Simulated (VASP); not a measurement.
# AlRu (Pm-3m) in VASP: settings compared, part 2 of 2

VASP 6.6.1. Earlier steps stand in the parts before.

## (4) Phonons, PBEsol

File POSCAR:

```
AlRu
1.0
    2.9916000000      0.0000000000      0.0000000000
    0.0000000000      2.9916000000      0.0000000000
    0.0000000000      0.0000000000      2.9916000000
Ru Al
1 1
Direct
    0.5000000000      0.5000000000      0.5000000000
    0.0000000000      0.0000000000      0.0000000000
```

File INCAR.step1:

```
SYSTEM = AlRu
  ALGO = Normal
  EDIFF = 1E-8
  EDIFFG = -0.002
  ENCUT = 600
  GGA = PS
  IBRION = 2
  ISIF = 3
  ISMEAR = -1
  LASPH = .True.
  LCHARG = .False.
  LREAL = .False.
  LWAVE = .False.
  NELM = 100
  NSW = 40
  PREC = Accurate
  SIGMA = 0.05
```

File INCAR.step2:

```
SYSTEM = AlRu
  ALGO = Normal
  EDIFF = 1E-8
  ENCUT = 600
  GGA = PS
  IBRION = 8
  ISIF = 2
  ISMEAR = -1
  LASPH = .True.
  LCHARG = .False.
  LREAL = .False.
  LWAVE = .False.
  NELM = 100
  NSW = 1
  PREC = Accurate
  SIGMA = 0.05
```

File KPOINTS:

```
k-points
0
Gamma
  7 7 7
  0 0 0
```

Potentials or basis: VASP PAW PBE potentials, release 64 (Ru_pv, Al).

Launch:

```
cat potpaw_PBE.64/Ru_pv/POTCAR potpaw_PBE.64/Al/POTCAR > POTCAR
cp INCAR.step1 INCAR
mpirun -np 1 vasp_std > vasp.out
cp CONTCAR POSCAR
cp INCAR.step2 INCAR
mpirun -np 1 vasp_std > vasp.out
```

OUTCAR:

```text
SYSTEM = AlRu
   EDIFF = 1E-8
   ENCUT = 600
   GGA = PS
   IBRION = 8
   ISIF = 2
   ISMEAR = -1
   LASPH = .True.
   LREAL = .False.
   NELM = 100
   NSW = 1
   PREC = Accurate

 ion  position               nearest neighbor table
   1  0.500  0.500  0.500-   2 2.58   2 2.58   2 2.58   2 2.58   2 2.58   2 2.58   2 2.58   2 2.58

   2  0.000  0.000  0.000-   1 2.58   1 2.58   1 2.58   1 2.58   1 2.58   1 2.58   1 2.58   1 2.58

  LATTYP: Found a simple cubic cell.
[... 554 lines left out ...]
               1X          1Y          1Z          2X          2Y          2Z
  1X    -8.082960   -0.000000   -0.000000    8.082960    0.000000    0.000000
  1Y    -0.000000   -8.082960   -0.000000    0.000000    8.082960    0.000000
  1Z     0.000000    0.000000   -8.082960   -0.000000   -0.000000    8.082960
  2X     8.084395    0.000000    0.000000   -8.084395   -0.000000   -0.000000
  2Y     0.000000    8.084395    0.000000   -0.000000   -8.084395   -0.000000
  2Z    -0.000000   -0.000000    8.084395    0.000000    0.000000   -8.084395

 Eigenvectors and eigenvalues of the dynamical matrix
 ----------------------------------------------------

   1 f  =    9.632027 THz    60.519810 2PiTHz  321.289836 cm-1    39.834845 meV
             X         Y         Z           dx          dy          dz
      1.488278  1.488278  1.488278    -0.458994    0.000000    0.000000
      0.000000  0.000000  0.000000     0.888439   -0.000000    0.000000
[... 21 lines left out ...]
   6 f/i=    0.000349 THz     0.002191 2PiTHz    0.011629 cm-1     0.001442 meV
             X         Y         Z           dx          dy          dz
      1.488278  1.488278  1.488278    -0.000000   -0.000000   -0.888439
      0.000000  0.000000  0.000000     0.000000    0.000000   -0.458994

--------------------------------------------------------------------------------------------------------

 ELASTIC MODULI CONTR FROM IONIC RELAXATION (kBar)
 Direction    XX          YY          ZZ          XY          YZ          ZX
 --------------------------------------------------------------------------------
 XX           0.0000      0.0000      0.0000      0.0000      0.0000      0.0000
 YY           0.0000      0.0000      0.0000      0.0000      0.0000      0.0000
 ZZ           0.0000      0.0000      0.0000      0.0000      0.0000      0.0000
 XY           0.0000      0.0000      0.0000      0.0000      0.0000      0.0000
 YZ           0.0000      0.0000      0.0000      0.0000      0.0000      0.0000
 ZX           0.0000      0.0000      0.0000      0.0000      0.0000      0.0000
 --------------------------------------------------------------------------------
```

It took 42 s on 1 thread of AMD EPYC 9R45 (Zen 5), shared host; peak memory 0.15 GiB.

Results:

```
Relaxed volume                                          : 13.19 Å³/atom
Relaxed cell                                            : a = 2.977 Å, b = 2.977 Å, c = 2.977 Å, α = 90.00°, β = 90.00°, γ = 90.00°
Space group after relaxing (to 0.05 Å)                  : Pm-3m (No. 221)
Highest phonon frequency at Γ, LO-TO splitting left out : 321 cm⁻¹
```

The path:
```csv
step,energy change (eV),largest force (eV/Å),pressure (GPa),volume (Å³)
1,0.0000,0.0000,-3.23,26.77
2,0.0066,0.0000,5.61,25.74
3,-0.0041,0.0000,-0.01,26.37
```

Final structure:
```
Ru Al
1.0
     2.97656    0.00000    0.00000
     0.00000    2.97656    0.00000
     0.00000    0.00000    2.97656
Ru Al
1 1
Cartesian
  1.4883 1.4883 1.4883
  0.0000 0.0000 0.0000
```

Phonon frequencies in cm⁻¹ (negative: imaginary):
| q point | frequencies |
| --- | --- |
| (0.000, 0.000, 0.000) | 0 0 0 321 321 321 |

Caveat: the PAW data sets were made with another functional, which shifts forces and pressure a little.

## (5) Elastic constants, PBEsol

POSCAR is that of step 4.

File INCAR.step1:

```
  ALGO = Fast
  EDIFF = 1E-8
  EDIFFG = -0.002
  ENCUT = 600
  GGA = PS
  IBRION = 2
  ISIF = 3
  ISMEAR = -1
  LASPH = True
  LCHARG = False
  LREAL = False
  LWAVE = False
  NELM = 60
  NSW = 40
  PREC = Accurate
  SIGMA = 0.05
```

File INCAR.step2:

```
  ALGO = Fast
  EDIFF = 1E-8
  ENCUT = 600
  GGA = PS
  IBRION = 6
  ISIF = 3
  ISMEAR = -1
  LASPH = True
  LCHARG = False
  LREAL = False
  LWAVE = False
  NELM = 60
  NFREE = 2
  NSW = 1
  POTIM = 0.015
  PREC = Accurate
  SIGMA = 0.05
```

File KPOINTS:

```
k-points
0
Gamma
  7 7 7
```

Launch:

```
cat potpaw_PBE.64/Ru_pv/POTCAR potpaw_PBE.64/Al/POTCAR > POTCAR
cp INCAR.step1 INCAR
mpirun -np 1 vasp_std > vasp.out
cp CONTCAR POSCAR
cp INCAR.step2 INCAR
mpirun -np 1 vasp_std > vasp.out
```

Run time: 2.9 min. Hardware: 1 thread of AMD EPYC 9R45 (Zen 5), shared host; peak memory 0.18 GiB.

It converged, with:

| Quantity | Value |
| --- | --- |
| Relaxed volume | 13.18 Å³/atom |
| Relaxed cell | a = 2.976 Å, b = 2.976 Å, c = 2.976 Å, α = 90.00°, β = 90.00°, γ = 90.00° |
| Space group after relaxing (to 0.05 Å) | Pm-3m (No. 221) |
| Elastic constants C11, C12, C44 | 327, 168, 122 GPa |
| Voigt bulk modulus | 221 GPa |
| Highest phonon frequency at Γ, LO-TO splitting left out | 321 cm⁻¹ |

The path:
| step | energy change (eV) | largest force (eV/Å) | pressure (GPa) | volume (Å³) |
| --- | --- | --- | --- | --- |
| 1 | 0.0000 | 0.0000 | -3.23 | 26.77 |
| 2 | 0.0066 | 0.0000 | 5.68 | 25.74 |
| 3 | -0.0041 | 0.0000 | 0.01 | 26.37 |

Final structure:
```xyz
2
Lattice="2.9765 0.0000 0.0000 0.0000 2.9765 0.0000 0.0000 0.0000 2.9765" Properties=species:S:1:pos:R:3 pbc="T T T"
Ru    1.4882    1.4882    1.4882
Al    0.0000    0.0000    0.0000
```

Phonon frequencies in cm⁻¹ (negative: imaginary):
```csv
q point,frequencies
"(0.000, 0.000, 0.000)",0 0 0 321 321 321
```

Elastic tensor in Voigt notation (GPa, in the Cartesian axes of the cell as first typed):
```
327 168 168   0   0   0
168 327 168   0   0   0
168 168 327   0   0   0
  0   0   0 122   0   0
  0   0   0   0 122   0
  0   0   0   0   0 122
```

Clamped-ion elastic tensor (GPa):
```
327 168 168   0   0   0
168 327 168   0   0   0
168 168 327   0   0   0
  0   0   0 122   0   0
  0   0   0   0 122   0
  0   0   0   0   0 122
```

Caveat: the PAW data sets were made with another functional, which shifts forces and pressure a little.

## (6) For comparison

An earlier run on the cell as given: functional PBEsol; potentials or basis VASP PAW PBE potentials, release 64 (Ru_pv, Al); cutoff 520 eV; k mesh 9 × 9 × 9; occupations fermi-dirac, width 0.05 eV; no spin polarisation.

* Pressure: -3.3 GPa
* Band gap on the k mesh: none (metal or under the smearing width)
